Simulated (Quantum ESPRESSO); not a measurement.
Input of a Quantum ESPRESSO 7.5 run:

The input pw.in:

```
&CONTROL
  calculation = 'scf'
  prefix = 'pwscf'
  outdir = './tmp'
  pseudo_dir = './pseudo'
  tprnfor = .true.
  tstress = .true.
  disk_io = 'nowf'
/
&SYSTEM
  ibrav = 0
  nat = 3
  ntyp = 2
  ecutwfc = 45
  ecutrho = 360
  nbnd = 25
  occupations = 'smearing'
  smearing = 'fd'
  degauss = 0.00367493
/
&ELECTRONS
  conv_thr = 6d-10
  electron_maxstep = 120
  mixing_beta = 0.3
/
ATOMIC_SPECIES
Ti    47.8670 ti_pbesol_v1.4.uspp.F.UPF
O     15.9990 o_pbesol_v1.2.uspp.F.UPF
CELL_PARAMETERS angstrom
   2.9194000000    0.0000000000    0.0000000000
  -1.4597000000    2.5282745638    0.0000000000
   0.0000000000    0.0000000000    4.7130000000
ATOMIC_POSITIONS crystal
Ti     0.3333333333    0.6666666667    0.7212600000
Ti     0.6666666667    0.3333333333    0.2787400000
O      0.0000000000    0.0000000000    0.0000000000
K_POINTS automatic
10 10 6 0 0 0
HUBBARD {ortho-atomic}
U Ti-3d 3.0
```

Potentials or basis: GBRV 1.5 PBEsol.

Launch:

```sh
$ OMP_NUM_THREADS=1 mpirun -n 2 pw.x -nk 2 -in pw.in > pw.out
```

Task: Predict the pressure.

Result: 9.4 GPa.

Task: Estimate the band gap on the k mesh.

Result: None (metal or under the smearing width).

Task: Predict the largest force.

Result: 1.220 eV/Å.

Eigenvalues of the final occupation matrices:
```tsv
site	spin	trace	eigenvalues
Ti 1 3d	each	1.26	0.21 0.21 0.27 0.27 0.31
Ti 2 3d	each	1.26	0.21 0.21 0.27 0.27 0.31
```

Caveat: U without spin polarisation on a metal has little footing; forces of over 1 eV/Å show positions far from the minimum, so gaps and moduli don't describe the material at rest.
